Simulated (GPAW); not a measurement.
Ge in GPAW: the effect of strain biaxial xy

Crystal: Ge.

```
CELL_PARAMETERS angstrom
3.88839 0.00000 0.00000
-1.94419 3.36744 0.00000
0.00000 0.00000 10.99336
ATOMIC_POSITIONS crystal
Ge 0.66667 0.33333 0.41485
Ge 0.33333 0.66667 0.91485
Ge 0.00000 0.00000 0.47745
Ge 0.00000 0.00000 0.97745
```

This isn't the form of Ge at room conditions, which is diamond.

Alike in all runs:

- Program: GPAW 26.7.0
- Task: band structure
- Functional: PBEsol
- Potentials or basis: PAW data sets generated in the run's folder for this functional
- Cutoff: 600 eV
- Basis: pw
- k mesh: 6 × 6 × 2
- Occupations: fermi-dirac, width 0.05 eV
- Spin: no spin polarisation
- Maxiter: 150
- Band path: GMKGALHA,LM,KH
- Band points: 80

| strain biaxial xy | pressure (GPa) | largest force (eV/Å) |
| --- | --- | --- |
| -0.04 | 2.7 | 0.15 |
| -0.02 | 0.4 | 0.01 |
| -0.01 | ? | ? |
| 0 | -1.4 | 0.12 |
| 0.01 | -2.1 | 0.16 |
| 0.02 | -2.7 | 0.24 |
| 0.04 | -3.5 | 0.40 |

Task: What does the run with strain biaxial xy -0.01 give?

Result: Pressure -0.6 GPa; largest force 0.07 eV/Å.

Worked out: A parabola through the other rows of the pressure, of slope -89.9 GPa per unit of strain biaxial xy there, gives -0.6 GPa, against the run's -0.6. A parabola through the other rows of the largest force, of slope 1.57 eV/Å per unit of strain biaxial xy there, gives 0.08 eV/Å, against the run's 0.07.

Caveats: the density grid can change from cell to cell, which puts small steps into energies and stress.
